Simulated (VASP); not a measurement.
Wanted: the native input for a VASP 6.6.1 run.

| Property | Result |
| --- | --- |
| Task | single point |
| Functional | PBE |
| Dispersion | D3(BJ) |
| Potentials or basis | VASP PAW PBE potentials, release 64 (As) |
| Cutoff | 520 eV |
| k mesh | 6 × 6 × 1 |
| Occupations | gaussian, width 0.1 eV |
| Spin | no spin polarisation |
| Dipole correction | yes |
| Further INCAR settings | ALGO = Normal; EDIFF = 1e-06; NBANDS = 12 |

The structure of As lies in POSCAR:

```
As
1.0
    3.4427833217      0.0000000000      0.0000000000
   -1.7213916608      2.9815378163      0.0000000000
    0.0000000000      0.0000000000     28.0000000000
As
2
Direct
    0.3333333333      0.6666666667      0.5233750000
    0.6666666667      0.3333333333      0.4766250000
```

The cell was built by a generator and needn't be a form met in nature.

The input as run:

INCAR

```
ALGO = Normal
DIPOL = 0.5 0.5 0.500
EDIFF = 1E-6
ENCUT = 520
GGA = PE
IDIPOL = 3
ISIF = 2
ISMEAR = 0
IVDW = 12
LASPH = True
LCHARG = False
LDIPOL = True
LREAL = False
LWAVE = False
NBANDS = 12
NELM = 100
PREC = Accurate
SIGMA = 0.1
```

KPOINTS

```
k-points
0
Gamma
  6 6 1
```

Potentials or basis: VASP PAW PBE potentials, release 64 (As).

The run is started by

```sh
$ cat potpaw_PBE.64/As/POTCAR > POTCAR
$ mpirun -np 1 vasp_std > vasp.out
```

It gave:

```
Largest force              : 2.018 eV/Å
Band gap on the k mesh     : 1.70 eV, indirect (least direct gap 2.31 eV)
Dispersion energy per atom : -0.230 eV
```

Wall time 110 s on 1 thread of AMD EPYC 7571, with other jobs on the host, peak memory 0.35 GiB.
